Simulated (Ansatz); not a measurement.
## BP at 35 GPa (stress–strain coefficients): relaxed-ion elastic tensor

All numbers below come from DFT PBE, scalar-relativistic, plane waves, PAW (Ansatz). Settings: 420 eV plane-wave cutoff, Γ-centred 12×12×12 mesh, fixed occupations. No spin polarisation.

The cell, relaxed at 35 GPa:
```
CELL_PARAMETERS angstrom
0.00000 2.15608 2.15608
2.15608 0.00000 2.15608
2.15608 2.15608 0.00000
ATOMIC_POSITIONS crystal
B 0.00000 0.00000 0.00000
P 0.75000 0.75000 0.75000
```

Other phases may be more stable at this pressure.

Question: Give the relaxed-ion elastic constants (GPa, Voigt order xx yy zz yz xz xy, on the axes of the cell above).

Answer:
```
481.3 184.4 184.4   0.0   0.0   0.0
184.4 481.3 184.4   0.0   0.0   0.0
184.4 184.4 481.3   0.0   0.0   0.0
  0.0   0.0   0.0 236.8   0.0   0.0
  0.0   0.0   0.0   0.0 236.8   0.0
  0.0   0.0   0.0   0.0   0.0 236.8
```

Question: Is the crystal stable against homogeneous strain?

Answer: Yes: the least eigenvalue of the tensor is 236.8 GPa.

Question: And the moduli of a polycrystal (Hill averages)?

Answer: B = 283 GPa, G = 196 GPa, E = 479 GPa, ν = 0.22.

Cost: 1 run of about 1 core-minutes, on Arm Neoverse V1 (shared hosts).